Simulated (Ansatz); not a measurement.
# Pt: from a trial structure to a relaxed crystal

Method: DFT PBE, scalar-relativistic, plane waves, PAW (Ansatz 0.2.0). Cutoff 420 eV, Γ-centred k mesh, Gaussian smearing, no spin polarisation in the final step.

Pt was placed on the sites of a reported Ba cell (Cmmm, No. 65), at a guessed volume.

```
CELL_PARAMETERS angstrom
1.19062 -2.22290 0.00000
1.19062 2.22290 0.00000
0.00000 0.00000 3.47137
ATOMIC_POSITIONS crystal
Pt 0.00000 0.00000 0.00000
```

Cell and atoms relax at zero pressure; the relaxation can't lower the symmetry of the start. After a coarse first stage the cell is made exact in the group found at 0.06 Å.

Energies count from the standard state of Pt at the same level.

Task: What does it relax into?

Result: It ends in P6/mmm (No. 191). The result has the simple hexagonal structure. Conventional cell: a = 2.688 Å, c = 2.691 Å. Pt is coordinated by 8 Pt at 2.69 Å.

```
Pt
1.0
     2.68823    0.00000    0.00000
    -1.34411    2.32807    0.00000
     0.00000    0.00000    2.69144
Pt
1
Cartesian
  0.0000 0.0000 0.0000
```

Task: What are its volume, energy, density and gap?

Result: The volume per atom is 16.84 Å³, the density is 19.23 g/cm³ and the energy over the standard structure is 0.13 eV/atom. The gap on the 24×24×20 mesh is 0 eV (a metal).

The final run used a 24×24×20 mesh on its 1-atom cell and 0.10 eV smearing. The k mesh leaves about 4 meV/atom of noise in metals. Spin–orbit coupling is left out. Symmetry constrained the relaxation, so the result can be a saddle point. The steps took about 60 core-seconds in all.